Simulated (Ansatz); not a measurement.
# PbS: single point with PBE

Crystal: PbS.

```
CELL_PARAMETERS angstrom
3.65366 0.00000 0.00000
0.00000 3.65366 0.00000
0.00000 0.00000 3.65366
ATOMIC_POSITIONS crystal
Pb 0.00000 0.00000 0.00000
S 0.50000 0.50000 0.50000
```

Measurements of this composition are mostly on another form, of space group No. 225.

```json
{"Program": "Ansatz 0.2.0", "Task": "single point", "Functional": "PBE", "Potentials or basis": "Ansatz PAW", "Cutoff": "420 eV (not typed: the program's choice for these potentials)", "k mesh": "7 × 7 × 7", "Occupations": "gaussian, width 0.022 eV", "Spin": "no spin polarisation"}
```

* Pressure: 0.3 GPa
* Band gap on the k mesh: 0.10 eV, indirect (least direct gap 1.43 eV)

Levels at points of the mesh, in eV from the valence-band top:
| k point | band 8 | band 9 | band 10 | band 11 | band 12 | band 13 |
| --- | --- | --- | --- | --- | --- | --- |
| (0.00, 0.00, 0.00) | -1.45 | -1.45 | -1.45 | 5.59 | 5.59 | 6.64 |

It took 0.97 s on 2 threads of Arm Neoverse V1, on a shared host, peak memory 0.26 GiB.

Caveat: odd divisions of the mesh miss points on the zone boundary, where band edges often lie, so the gap on the mesh can be too wide; spin-orbit coupling is left out, which as a rule narrows the gap of such compounds by several tenths of an eV. A k mesh can miss the band edges.
